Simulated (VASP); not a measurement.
Input of a VASP 6.6.1 run:

INCAR

```
SYSTEM = Al7P8
PREC = Accurate ; ENCUT = 520
EDIFF = 1E-6 ; ISMEAR = 0
SIGMA = 0.1 ; LREAL = Auto
LASPH = .TRUE. ; NELM = 60
ALGO = Normal ; ISIF = 2
LWAVE = .FALSE. ; LCHARG = .TRUE.
GGA = PE ; LELF = .TRUE.
LVHAR = .TRUE. ; NBANDS = 44
```

File KPOINTS:

```
regular mesh
0
G
  2 2 2
  0 0 0
```

The input POSCAR:

```
Al7P8
1.0
    0.0000000000      5.4591520000      5.4591520000
    5.4591520000      0.0000000000      5.4591520000
    5.4591520000      5.4591520000      0.0000000000
Al P
7 8
Direct
    0.0319581686     -0.0039659090      0.0085268738
    0.0319360956     -0.0039469500      0.4632474055
   -0.0363452969      0.5030736459      0.5165215220
    0.8487934573     -0.2853612612     -0.0318337903
    0.4923598024      0.0071664977      0.5001401317
    0.4593805961      0.5057198444      0.0113511219
    0.4593826111      0.5056984125      0.5233544514
    0.2622562991      0.0324352573      0.1025433987
    0.1190260868      0.1269941742      0.6268762071
    0.0784336102      0.6255806763      0.1382831986
    0.0784374570      0.6255876371      0.6574651155
    0.6554208419      0.1414860770      0.1299203613
    0.6553889688      0.1414417477      0.5730725212
    0.4942042281      0.7034471654      0.1510782261
    0.5903423279      0.6331031816      0.6381710017
```

Potentials or basis: VASP PAW PBE potentials, release 64 (Al, P).

Launch:

```sh
$ cat potpaw_PBE.64/Al/POTCAR potpaw_PBE.64/P/POTCAR > POTCAR
$ mpirun -np 1 vasp_std > vasp.out
```

Question: What does it give for the pressure?

Answer: -0.7 GPa.

Question: Predict the largest force.

Answer: 0.035 eV/Å.

Forces in eV/Å, atoms in the order of the input:
```
Al  -0.007  0.000  0.000
Al  -0.001  0.008  0.000
Al  -0.007  0.008  0.020
Al   0.000 -0.001 -0.014
Al   0.012 -0.012 -0.012
Al   0.025  0.003  0.002
Al  -0.003 -0.024  0.003
P    0.017 -0.017 -0.025
P    0.000 -0.001 -0.009
P    0.012  0.031  0.005
P   -0.030 -0.013  0.005
P   -0.014 -0.005  0.004
P    0.005  0.014  0.005
P   -0.004  0.004  0.004
P   -0.005  0.005  0.011
```

Caveat: the k mesh is coarse (spacing up to 0.50 Å⁻¹), so the values aren't converged.
